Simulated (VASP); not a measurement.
# SiC (F-43m): a series in a change of volume

How do the elastic response and the band edges of SiC follow a change of volume?

Program: VASP 6.6.1. Level of theory: LDA; plane waves and PAW (Si, C), in the first sound run; inputs show where later runs differ. Results are calculated unless marked as measured.

### 1. Set-up

The structure is cubic, space group F-43m (No. 216). Conventional cell: a = 4.360 Å, b = 4.360 Å, c = 4.360 Å, α = 90.00°, β = 90.00°, γ = 90.00°. Si has 4 C at 1.89 Å nearest. C has 4 Si at 1.89 Å nearest. Farther neighbours are not listed.

### 2. Relax the crystal, LDA

The series starts from the cell that this level prefers, so that zero strain is near zero stress.

This step took 2 runs in a row; the last is shown.

Level: LDA; plane waves and PAW (Si, C).

Input file INCAR:

```
SYSTEM = SiC
PREC = Accurate
ENCUT = 600
EDIFF = 1E-07
NELM = 120
ISMEAR = 0
SIGMA = 0.02
LREAL = .FALSE.
ALGO = Normal
GGA = CA
NBANDS = 10
LORBIT = 11
LWAVE = .FALSE.
LCHARG = .FALSE.
KPAR = 16
IBRION = 2
NSW = 40
ISIF = 3
EDIFFG = -0.005
POTIM = 0.4
```

Input file POSCAR:

```
SiC
1.0
    0.0000000000      2.1652404210      2.1652404210
    2.1652404210      0.0000000000      2.1652404210
    2.1652404210      2.1652404210      0.0000000000
Si C
1 1
Direct
    0.0000000000      0.0000000000      0.0000000000
    0.2500000000      0.2500000000      0.2500000000
```

Input file KPOINTS:

```
Automatic mesh
0
Gamma
12 12 12
0 0 0
```

PAW data sets: Si and C (LDA family, release 64).

Run with:

```bash
$ mpirun -np 16 vasp_std
```

The log of the run:

```text
[banner, memory and clock lines left out]
running   16 mpi-ranks, on    1 nodes
[...]
|                                                                             |
|           W    W    AA    RRRRR   N    N  II  N    N   GGGG   !!!           |
|           W    W   A  A   R    R  NN   N  II  NN   N  G    G  !!!           |
|           W    W  A    A  R    R  N N  N  II  N N  N  G       !!!           |
|           W WW W  AAAAAA  RRRRR   N  N N  II  N  N N  G  GGG   !            |
|           WW  WW  A    A  R   R   N   NN  II  N   NN  G    G                |
|           W    W  A    A  R    R  N    N  II  N    N   GGGG   !!!           |
|                                                                             |
|     For optimal performance we recommend to set                             |
|       NCORE = 2 up to number-of-cores-per-socket                            |
|     NCORE specifies how many cores store one orbital (NPAR=cpu/NCORE).      |
|     This setting can greatly improve the performance of VASP for DFT.       |
[...]
|     Unfortunately you need to use the default for GW and RPA                |
|     calculations (for HF NCORE is supported but not extensively tested      |
|     yet).                                                                   |
|                                                                             |

 LDA part: xc-table for (Slater(with rela. corr.)+CA(PZ))
 , standard interpolation
 POSCAR, INCAR and KPOINTS ok, starting setup
[...]
entering main loop
       N       E                     dE             d eps       ncg     rms          rms(c)
DAV:   1     0.408551955518E+01    0.40855E+01   -0.44454E+03  1504   0.771E+02
DAV:   2    -0.180102019769E+02   -0.22096E+02   -0.20958E+02  1842   0.117E+02
DAV:   3    -0.187329053025E+02   -0.72270E+00   -0.72107E+00  1674   0.186E+01
DAV:   4    -0.187365577235E+02   -0.36524E-02   -0.36521E-02  1648   0.166E+00
[...]
DAV:  11    -0.166448018268E+02   -0.42576E-06   -0.30540E-06  1718   0.119E-02    0.134E-02
DAV:  12    -0.166448016038E+02    0.22296E-06   -0.68107E-07  1496   0.428E-03    0.594E-04
DAV:  13    -0.166448016031E+02    0.72680E-09   -0.28132E-08   750   0.115E-03
   1 F= -.16644802E+02 E0= -.16644802E+02  d E =-.166448E+02
[...]
reached required accuracy - stopping structural energy minimisation
```

Wall time 3.8 s (16 MPI ranks of AMD EPYC 7R43, shared host); peak memory 1.7 GiB.

The logs omit lines about the potential files and the build; timing stands in the text.

From OUTCAR (step 2):

```text
  Total        0.0011091      0.0011091      0.0011091      0.0000000      0.0000000      0.0000000
  in kB        0.0875243      0.0875243      0.0875243      0.0000000      0.0000000      0.0000000
  external PRESSURE =       0.0875243 kB  Pullay stress =       0.0000000 kB

 POSITION                                       TOTAL-FORCE (eV/Angst)
 -----------------------------------------------------------------------------------
      0.00000      0.00000      0.00000        -0.000000     -0.000000      0.000000
      1.08262      1.08262      1.08262         0.000000      0.000000     -0.000000
 -----------------------------------------------------------------------------------
    total drift:                                0.000000      0.000000      0.000000

  FREE ENERGIE OF THE ION-ELECTRON SYSTEM (eV)
  ---------------------------------------------------
  free  energy   TOTEN  =       -16.6448016031 eV

  energy  without entropy=      -16.6448016031  energy(sigma->0) =      -16.64480160

 reached required accuracy - stopping structural energy minimisation

[... 3 further parts left out ...]
[key lines of the parts left out:]
E-fermi :   8.4189
```

Numbers from this step:

| Property | Result |
| --- | --- |
| energy(sigma→0) of the program | -16.6448 eV |
| stress, compression positive | xx, yy, zz 0.01, 0.01, 0.01 GPa |
| volume | 20.302 Å³ |
| ionic steps | 1 |

### 3. Relax at fixed volume, LDA

One member in full: the volume is scaled by 1.06, and the cell is held.

Level: LDA; plane waves and PAW (Si, C).

Changes to INCAR since step 2:

```diff
@@ -14,7 +14,8 @@
 LCHARG = .FALSE.
-KPAR = 16
+KPAR = 4
 IBRION = 2
 NSW = 40
-ISIF = 3
-EDIFFG = -0.005
+ISIF = 2
+EDIFFG = -0.004
 POTIM = 0.4
+MAXMIX = 40
```

Input file POSCAR:

```
SiC
1.0
    0.0000000000      2.2077068969      2.2077068969
    2.2077068969      0.0000000000      2.2077068969
    2.2077068969      2.2077068969      0.0000000000
Si C
1 1
Direct
    0.0000000000      0.0000000000      0.0000000000
    0.2500000000      0.2500000000      0.2500000000
```

KPOINTS is that of step 2.

Run with:

```bash
$ mpirun -np 4 vasp_std
```

The log of the run:

```text
[banner, memory and clock lines left out]
running    4 mpi-ranks, on    1 nodes
[...]
LDA part: xc-table for (Slater(with rela. corr.)+CA(PZ))
 , standard interpolation
 POSCAR, INCAR and KPOINTS ok, starting setup
[...]
entering main loop
       N       E                     dE             d eps       ncg     rms          rms(c)
DAV:   1     0.387731827509E+01    0.38773E+01   -0.42793E+03  1480   0.754E+02
DAV:   2    -0.177759462104E+02   -0.21653E+02   -0.20540E+02  1806   0.115E+02
DAV:   3    -0.185120488196E+02   -0.73610E+00   -0.73468E+00  1730   0.189E+01
DAV:   4    -0.185156816300E+02   -0.36328E-02   -0.36325E-02  1670   0.164E+00
[...]
DAV:  11    -0.165987639663E+02   -0.13741E-06   -0.56760E-06  1694   0.146E-02    0.111E-02
DAV:  12    -0.165987637413E+02    0.22500E-06   -0.60386E-07  1520   0.432E-03    0.961E-04
DAV:  13    -0.165987637403E+02    0.10431E-08   -0.21797E-08   770   0.919E-04
   1 F= -.16598764E+02 E0= -.16598764E+02  d E =-.165988E+02
[...]
reached required accuracy - stopping structural energy minimisation
```

Elapsed: 8.8 s, on 4 MPI ranks; peak memory 0.44 GiB; 32 s of CPU time.

Parts of OUTCAR (step 3):

```text
  Total       -1.6001297     -1.6001297     -1.6001297      0.0000000      0.0000000     -0.0000000
  in kB     -119.1273630   -119.1273630   -119.1273630      0.0000000      0.0000000     -0.0000000
  external PRESSURE =    -119.1273630 kB  Pullay stress =       0.0000000 kB

 POSITION                                       TOTAL-FORCE (eV/Angst)
 -----------------------------------------------------------------------------------
      0.00000      0.00000      0.00000        -0.000000     -0.000000      0.000000
      1.10385      1.10385      1.10385         0.000000      0.000000     -0.000000
 -----------------------------------------------------------------------------------
    total drift:                               -0.000000     -0.000000     -0.000000

  FREE ENERGIE OF THE ION-ELECTRON SYSTEM (eV)
  ---------------------------------------------------
  free  energy   TOTEN  =       -16.5987637403 eV

  energy  without entropy=      -16.5987637403  energy(sigma->0) =      -16.59876374

[... 2 parts as in an earlier step ...]

[... 2 further parts left out ...]
[key lines of the parts left out:]
E-fermi :   7.7571
```

Numbers from this step:

- energy(sigma→0) of the program: -16.5988 eV
- stress, compression positive: xx, yy, zz -11.91, -11.91, -11.91 GPa
- ionic steps: 1

### 4. Dielectric response, LDA

Linear response gives the dielectric tensors, Born charges and zone-centre modes.

Level: LDA; plane waves and PAW (Si, C).

Input file INCAR:

```
SYSTEM = SiC
PREC = Accurate
ENCUT = 600
EDIFF = 1E-08
NELM = 120
ISMEAR = 0
SIGMA = 0.02
LREAL = .FALSE.
ALGO = Normal
GGA = CA
NBANDS = 10
LWAVE = .FALSE.
LCHARG = .FALSE.
KPAR = 4
LEPSILON = .TRUE.
IBRION = 8
NSW = 1
```

POSCAR is that of step 3.

Input file KPOINTS:

```
Automatic mesh
0
Gamma
13 13 13
0 0 0
```

Run with:

```bash
$ mpirun -np 4 vasp_std
```

The log of the run:

```text
[... set-up lines as in an earlier step ...]
 entering main loop
       N       E                     dE             d eps       ncg     rms          rms(c)
DAV:   1     0.476944454823E+01    0.47694E+01   -0.43612E+03  1728   0.768E+02
DAV:   2    -0.177828507483E+02   -0.22552E+02   -0.20799E+02  2184   0.116E+02
DAV:   3    -0.185123085064E+02   -0.72946E+00   -0.72807E+00  2004   0.192E+01
DAV:   4    -0.185156936773E+02   -0.33852E-02   -0.33850E-02  1926   0.164E+00
[...]
DAV:  11    -0.165987915533E+02   -0.19104E-06   -0.54430E-06  1998   0.144E-02    0.111E-02
DAV:  12    -0.165987913280E+02    0.22529E-06   -0.60203E-07  1776   0.429E-03    0.940E-04
DAV:  13    -0.165987913271E+02    0.93496E-09   -0.23073E-08  1790   0.928E-04
   1 F= -.16598791E+02 E0= -.16598791E+02  d E =-.116765E-35
 Linear response reoptimize wavefunctions to high precision
DAV:   1    -0.165987913278E+02   -0.71839E-09   -0.56965E-10  1398   0.169E-04
DAV:   2    -0.165987913278E+02    0.73896E-11   -0.14958E-11   886   0.314E-05
 Linear response G [H, r] |phi>, progress :
  Direction:   1
       N       E                     dE             d eps       ncg     rms
RMM:   1    -0.413105098180E+02   -0.41311E+02   -0.51952E+01  4337   0.437E+01
RMM:   2    -0.323827229174E+02    0.89278E+01   -0.23686E+00  2707   0.115E+01
RMM:   3    -0.323950187366E+02   -0.12296E-01   -0.20380E-02  2777   0.118E+00
RMM:   4    -0.323954662103E+02   -0.44747E-03    0.48546E-04  2923   0.141E-01
[...]
RMM:  10    -0.323955551097E+02    0.65842E-06   -0.17835E-05  1958   0.202E-04
RMM:  11    -0.323955542786E+02    0.83110E-06    0.22518E-05  1656   0.202E-04
RMM:  12    -0.323955540528E+02    0.22585E-06    0.21027E-05  1237   0.200E-04
 Linear response G [H, r] |phi>, progress :
  Direction:   2
       N       E                     dE             d eps       ncg     rms
RMM:   1    -0.385854834481E+02   -0.38585E+02   -0.57159E+01  4357   0.413E+01
RMM:   2    -0.325369633455E+02    0.60485E+01   -0.16328E+00  2681   0.100E+01
RMM:   3    -0.325522087269E+02   -0.15245E-01   -0.95403E-03  2757   0.995E-01
RMM:   4    -0.325528212778E+02   -0.61255E-03    0.62802E-04  2910   0.116E-01
[...]
RMM:  10    -0.325529100130E+02   -0.88852E-06    0.97662E-05  1979   0.224E-04
RMM:  11    -0.325529095393E+02    0.47372E-06   -0.21578E-05  1632   0.222E-04
RMM:  12    -0.325529095606E+02   -0.21300E-07    0.25767E-06  1219   0.220E-04
 Linear response G [H, r] |phi>, progress :
  Direction:   3
       N       E                     dE             d eps       ncg     rms
RMM:   1    -0.256819381340E+02   -0.25682E+02    0.83449E+01  4129   0.424E+01
RMM:   2    -0.222134872444E+02    0.34685E+01   -0.23337E+00  2679   0.109E+01
RMM:   3    -0.222084873079E+02    0.49999E-02   -0.33268E-02  2735   0.117E+00
[...]
RMM:   8    -0.384781262833E+00   -0.39871E-05   -0.53529E-09 12263   0.438E-04    0.121E-04
RMM:   9    -0.384780247406E+00    0.10154E-05   -0.12967E-09 10138   0.130E-04    0.210E-05
RMM:  10    -0.384780460211E+00   -0.21280E-06   -0.87039E-10  6895   0.310E-05    0.774E-06
 change of polarisation eV/A/(eV/A) component  2 :     0.127     0.725     0.138
 dielectric tensor                  component  2 :     1.064     7.099     1.158
 Linear response to external field, progress :
  Direction:   3
       N       E                     dE             d eps       ncg     rms          rms(c)
RMM:   1    -0.372013425444E+00   -0.37201E+00   -0.15113E+00 15837   0.261E+00
RMM:   2    -0.382337445993E+00   -0.10324E-01   -0.31728E-03 11004   0.403E-01    0.910E-01
RMM:   3    -0.372071143682E+00    0.10266E-01   -0.51022E-03 10976   0.422E-01    0.529E-01
RMM:   4    -0.382551282298E+00   -0.10480E-01   -0.65153E-03 11136   0.479E-01    0.726E-02
[...]
RMM:   8    -0.384781263514E+00   -0.39853E-05   -0.41448E-09 12274   0.438E-04    0.121E-04
RMM:   9    -0.384780247463E+00    0.10161E-05   -0.50914E-10 10141   0.130E-04    0.209E-05
RMM:  10    -0.384780459225E+00   -0.21176E-06   -0.10546E-09  6876   0.312E-05    0.772E-06
 change of polarisation eV/A/(eV/A) component  3 :     0.107     0.184     0.725
 dielectric tensor                  component  3 :     0.896     1.548     7.099
 Linear response DOF=           2
 Linear response progress:
  Degree of freedom:   1/  2
       N       E                     dE             d eps       ncg     rms          rms(c)
RMM:   1    -0.162347948731E-01   -0.16235E-01   -0.61065E-03 16273   0.869E-01
RMM:   2    -0.142178247322E-01    0.20170E-02   -0.67432E-04 10558   0.195E-01    0.123E-01
RMM:   3    -0.141026369028E-01    0.11519E-03    0.92589E-06 10776   0.434E-02    0.705E-02
RMM:   4    -0.141386395503E-01   -0.36003E-04    0.13802E-06 10867   0.425E-02    0.780E-03
[...]
RMM:   8    -0.141267871835E-01   -0.11690E-06    0.79483E-09 11927   0.399E-05    0.160E-05
RMM:   9    -0.141268140561E-01   -0.26873E-07    0.11905E-08 11702   0.165E-05    0.342E-06
RMM:  10    -0.141268045538E-01    0.95024E-08   -0.10070E-08 11335   0.681E-06    0.998E-07
 first order change of Fermi-energy   0.28844E-04
 force on displaced ion       1 direction 1 : -17.218  -0.000  -0.000
 Born effective charge ion    1 direction 1 :   2.671   0.000   0.000
 Linear response progress:
  Degree of freedom:   2/  2
       N       E                     dE             d eps       ncg     rms          rms(c)
RMM:   1    -0.124616853429E+00   -0.12462E+00    0.55480E-02 15058   0.207E+00
RMM:   2    -0.121517693849E+00    0.30992E-02   -0.23917E-03 10504   0.402E-01    0.191E-01
RMM:   3    -0.121638033292E+00   -0.12034E-03   -0.65708E-04 10415   0.160E-01    0.950E-02
RMM:   4    -0.122606575242E+00   -0.96854E-03   -0.50385E-04 10473   0.133E-01    0.181E-02
[...]
RMM:   9    -0.122583525991E+00    0.68380E-07    0.14254E-09 11928   0.366E-05    0.336E-06
RMM:  10    -0.122583540576E+00   -0.14586E-07    0.20758E-08 11741   0.162E-05    0.186E-06
RMM:  11    -0.122583541379E+00   -0.80243E-09    0.51001E-08  9417   0.137E-05    0.174E-07
 first order change of Fermi-energy   0.75583E-04
 force on displaced ion       2 direction 1 : -17.222   0.000   0.000
 Born effective charge ion    2 direction 1 :  -2.672   0.000   0.000
 Born effective charges drift removed
 Linear response finished
```

Run time: 4.6 min. Hardware: 4 MPI ranks; peak memory 1.2 GiB.

Parts of OUTCAR (step 4):

```text
  LATTYP: Found a face centered cubic cell.
 ALAT       =     4.4154137938

 Subroutine GETGRP returns: Found 24 space group operations
 (whereof 24 operations were pure point group operations)

The static configuration has the point symmetry T_d .

 Found     84 irreducible k-points:

   k-points           NKPTS =     84   k-points in BZ     NKDIM =     84   number of bands    NBANDS=     10

   dimension x,y,z NGX =    28 NGY =   28 NGZ =   28
   dimension x,y,z NGXF=    56 NGYF=   56 NGZF=   56

   ENCUT  =  600.0 eV  44.10 Ry    6.64 a.u.   6.24  6.24  6.24*2*pi/ulx,y,z

   NELECT =       8.0000    total number of electrons

  Total       -1.6001542     -1.6001542     -1.6001542     -0.0000000     -0.0000000      0.0000000
  in kB     -119.1291905   -119.1291905   -119.1291905     -0.0000000     -0.0000000      0.0000000
  external PRESSURE =    -119.1291905 kB  Pullay stress =       0.0000000 kB

 POSITION                                       TOTAL-FORCE (eV/Angst)
 -----------------------------------------------------------------------------------
      0.00000      0.00000      0.00000        -0.000000     -0.000000     -0.000000
      1.10385      1.10385      1.10385         0.000000      0.000000      0.000000
 -----------------------------------------------------------------------------------
    total drift:                               -0.000000     -0.000000     -0.000000

 MACROSCOPIC STATIC DIELECTRIC TENSOR (including local field effects in DFT)
 ------------------------------------------------------
           7.099482     0.000000     0.000000
           0.000000     7.099482     0.000000
          -0.000000     0.000000     7.099482
 ------------------------------------------------------

 PIEZOELECTRIC TENSOR (including local field effects)  for field in x, y, z        (C/m^2)
          XX          YY          ZZ          XY          YZ          ZX
  --------------------------------------------------------------------------------
  x     0.00000     0.00000     0.00000     0.00000    -0.96163     0.00000
  y     0.00000     0.00000     0.00000     0.00000     0.00000    -0.96163
  z    -0.00000    -0.00000    -0.00000    -0.96163     0.00000     0.00000

 BORN EFFECTIVE CHARGES (including local field effects) (in |e|, cummulative output)
 ---------------------------------------------------------------------------------
 ion    1
    1     2.67085     0.00000     0.00000
    2     0.00000     2.67085     0.00000
    3    -0.00000     0.00000     2.67085
 ion    2
    1    -2.67085    -0.00000    -0.00000
    2    -0.00000    -2.67085    -0.00000
    3     0.00000    -0.00000    -2.67085

 Eigenvectors and eigenvalues of the dynamical matrix
 ----------------------------------------------------

   1 f  =   22.366668 THz   140.533920 2PiTHz  746.071740 cm-1    92.501065 meV
             X         Y         Z           dx          dy          dz
      0.000000  0.000000  0.000000    -0.547271    0.000000    0.000000
      1.103853  1.103853  1.103853     0.836956    0.000000    0.000000

   2 f  =   22.366668 THz   140.533920 2PiTHz  746.071740 cm-1    92.501065 meV
             X         Y         Z           dx          dy          dz
      0.000000  0.000000  0.000000     0.000000   -0.546586    0.027358
      1.103853  1.103853  1.103853     0.000000    0.835909   -0.041840

   3 f  =   22.366668 THz   140.533920 2PiTHz  746.071740 cm-1    92.501065 meV
             X         Y         Z           dx          dy          dz
      0.000000  0.000000  0.000000     0.000000   -0.027358   -0.546586
      1.103853  1.103853  1.103853     0.000000    0.041840    0.835909

   4 f/i=    0.001240 THz     0.007793 2PiTHz    0.041372 cm-1     0.005129 meV
             X         Y         Z           dx          dy          dz
      0.000000  0.000000  0.000000     0.000000   -0.342986    0.763450
      1.103853  1.103853  1.103853     0.000000   -0.224272    0.499206

   5 f/i=    0.001240 THz     0.007793 2PiTHz    0.041372 cm-1     0.005129 meV
             X         Y         Z           dx          dy          dz
      0.000000  0.000000  0.000000    -0.591817   -0.539840   -0.242528
      1.103853  1.103853  1.103853    -0.386979   -0.352992   -0.158585

   6 f/i=    0.001240 THz     0.007793 2PiTHz    0.041372 cm-1     0.005129 meV
             X         Y         Z           dx          dy          dz
      0.000000  0.000000  0.000000    -0.591817    0.539840    0.242528
      1.103853  1.103853  1.103853    -0.386979    0.352992    0.158585

 MACROSCOPIC STATIC DIELECTRIC TENSOR IONIC CONTRIBUTION
 ------------------------------------------------------
           3.483210     0.000000    -0.000000
           0.000000     3.483210     0.000000
          -0.000000     0.000000     3.483210
 ------------------------------------------------------

 ELASTIC MODULI CONTR FROM IONIC RELAXATION (kBar)
 Direction    XX          YY          ZZ          XY          YZ          ZX
 --------------------------------------------------------------------------------
 XX          -0.0000      0.0000     -0.0000      0.0000     -0.0000      0.0000
 YY           0.0000     -0.0000      0.0000     -0.0000      0.0000      0.0000
 ZZ          -0.0000      0.0000     -0.0000      0.0000     -0.0000     -0.0000
 XY           0.0000     -0.0000      0.0000   -124.2629      0.0000      0.0000
 YZ          -0.0000      0.0000     -0.0000      0.0000   -124.2629      0.0000
 ZX           0.0000      0.0000     -0.0000      0.0000      0.0000   -124.2629
 --------------------------------------------------------------------------------

 PIEZOELECTRIC TENSOR IONIC CONTR  for field in x, y, z        (C/m^2)
          XX          YY          ZZ          XY          YZ          ZX
  --------------------------------------------------------------------------------
  x     0.00000    -0.00000     0.00000     0.00000     0.61906     0.00000
  y    -0.00000    -0.00000     0.00000     0.00000     0.00000     0.61906
  z    -0.00000     0.00000     0.00000     0.61906    -0.00000     0.00000

[... 1 part as in an earlier step ...]

[... 3 further parts left out ...]
```

CONTCAR:

```
SiC
   1.00000000000000
     0.0000000000000000    2.2077068969000000    2.2077068969000000
     2.2077068969000000    0.0000000000000000    2.2077068969000000
     2.2077068969000000    2.2077068969000000    0.0000000000000000
  Si              C
     1     1
Direct
     0.0000000000000000    0.0000000000000000    0.0000000000000000
     0.2500000000000000    0.2500000000000000    0.2500000000000000
```

This run gave:

* ε∞, diagonal: 7.10, 7.10, 7.10

[end of part 1 of 3]

[Lines on the potential files, build, host, timing and source positions are cut from VASP's logs without a mark.]

[Logs are printed without paths, hosts, clocks, repeated set-up lines and the standing remarks that a program may print on its own settings, such as how far it seeks lower states.]

[Hosts, paths, dates, database ids (printed as entryN), source tags and the programs' standing remarks are cut or masked in the printed files.]

[In band tables of VASP the shares of atoms and orbitals are scaled to a sum of 1 inside the atoms' spheres.]
